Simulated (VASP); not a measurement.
BN:

```
N B
1.0
     1.25112    0.72234    3.37293
    -1.25112    0.72234    3.37293
     0.00000   -1.44467    3.37293
N B
1 1
Cartesian
  0.0000 0.0000 6.7517
  0.0000 0.0000 0.0033
```

The cell is a database's computed one.

* Program: VASP 6.6.1
* Task: relaxation of cell and atoms
* Functional: revPBE
* Dispersion: D4
* Potentials or basis: VASP PAW PBE potentials, release 64 (N, B)
* Cutoff: 600 eV
* k mesh: 12 × 12 × 12
* Occupations: fermi-dirac, width 0.05 eV
* Spin: no spin polarisation

At the start: pressure 0.8 GPa; volume 9.14 Å³/atom.

**Question.** Where does the relaxation end?

**Answer.** Over 12 steps the energy falls by 13.0 meV/atom and the volume is 8.23 Å³/atom (-10.0 %); space group R3m (No. 160, to 0.05 Å).

Step by step:
| step | energy change (eV) | largest force (eV/Å) | pressure (GPa) | volume (Å³) |
| --- | --- | --- | --- | --- |
| 1 | 0.0000 | 0.0045 | 0.81 | 18.29 |
| 2 | -0.0008 | 0.0054 | -4.61 | 18.41 |
| 3 | -0.0022 | 0.0009 | -2.21 | 18.36 |
| 4 | -0.0067 | 0.0079 | -2.15 | 18.12 |
| 5 | -0.0184 | 0.0332 | -1.83 | 17.40 |
| 6 | -0.0223 | 0.1189 | -0.19 | 15.98 |
| 7 | -0.0253 | 0.0705 | -1.17 | 16.65 |
| 8 | -0.0255 | 0.0788 | -1.02 | 16.52 |
| 9 | -0.0199 | 0.1103 | 5.42 | 16.23 |
| 10 | -0.0259 | 0.0404 | 0.23 | 16.46 |
| 11 | -0.0258 | 0.0607 | -0.45 | 16.48 |
| 12 | -0.0260 | 0.0001 | -0.03 | 16.46 |

Final structure:
```
CELL_PARAMETERS angstrom
1.25363 0.72379 3.02427
-1.25363 0.72379 3.02427
0.00000 -1.44757 3.02427
ATOMIC_POSITIONS crystal
N 0.66754 0.66754 0.66754
B 0.00003 0.00003 0.00003
```

Caveat: the PAW data sets were made with another functional, which shifts forces and pressure a little.
